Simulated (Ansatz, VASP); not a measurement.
Two plane-wave programs on Cu

The input INCAR:

```
SYSTEM = Cu
PREC = Accurate ; ENCUT = 520
EDIFF = 1E-7 ; ISMEAR = 0
SIGMA = 0.15 ; LREAL = .False.
LASPH = .True. ; NELM = 80
ALGO = Fast ; ISIF = 2
LWAVE = .False. ; LCHARG = .False.
GGA = PS ; NBANDS = 12
```

The input KPOINTS:

```
Automatic mesh
0
Gamma
  24 24 24
  0 0 0
```

File POSCAR:

```
Cu
1.0
   -1.4860771196      1.4860771196      1.3347990065
    1.4860771196     -1.4860771196      1.3347990065
    1.4860771196      1.4860771196     -1.3347990065
Cu
1
Direct
    0.0000000000      0.0000000000      0.0000000000
```

Input for Ansatz:

```yaml
crystal:
  lattice:
    - [-1.4860771196, 1.4860771196, 1.3347990065]
    - [1.4860771196, -1.4860771196, 1.3347990065]
    - [1.4860771196, 1.4860771196, -1.3347990065]
  atoms:
    - { symbol: Cu, position: [0.0, 0.0, 0.0] }
basis:
  ecutwfc: 420
kpoints:
  mp_grid: { grid: [24, 24, 24] }
hamiltonian:
  xc: pbesol
scf:
  occupations: { method: gaussian, width: 0.15 }
output:
  forces: true
  stress: true
  eigenvalues: true
```

Change from the starting cell: strain +0.030 along x and y, -0.030 along z, atoms carried along.

Alike in both runs: task single point; functional PBEsol; k mesh 24 × 24 × 24; occupations gaussian, width 0.15 eV; no spin polarisation.

|  | VASP | Ansatz |
| --- | --- | --- |
| version | VASP 6.6.1 | Ansatz 0.2.0 |
| potentials or method | VASP PAW PBE potentials, release 64 (Cu) | scalar-relativistic, plane waves, PAW |
| plane-wave cutoff (eV) | 520 | 420 |
| valence electrons in the cell | 11 | 19 |

|  | VASP | Ansatz | Ansatz less VASP |
| --- | --- | --- | --- |
| gap on the k mesh at the Fermi level (eV) | none | none | - |
| pressure (GPa) | -4.6 | -5.4 | -0.78 |
| largest component of the traceless stress (GPa) | 0.65 | 0.61 | -0.045 |

A gap of «none» marks a metal or a gap that the smearing closes. With one functional, cell and mesh, what is left measures potentials, basis and numerics. The two sets of potentials don't hold the same shells in valence.

Caveats: the PAW data sets were made with another functional, which shifts forces and pressure a little (VASP).
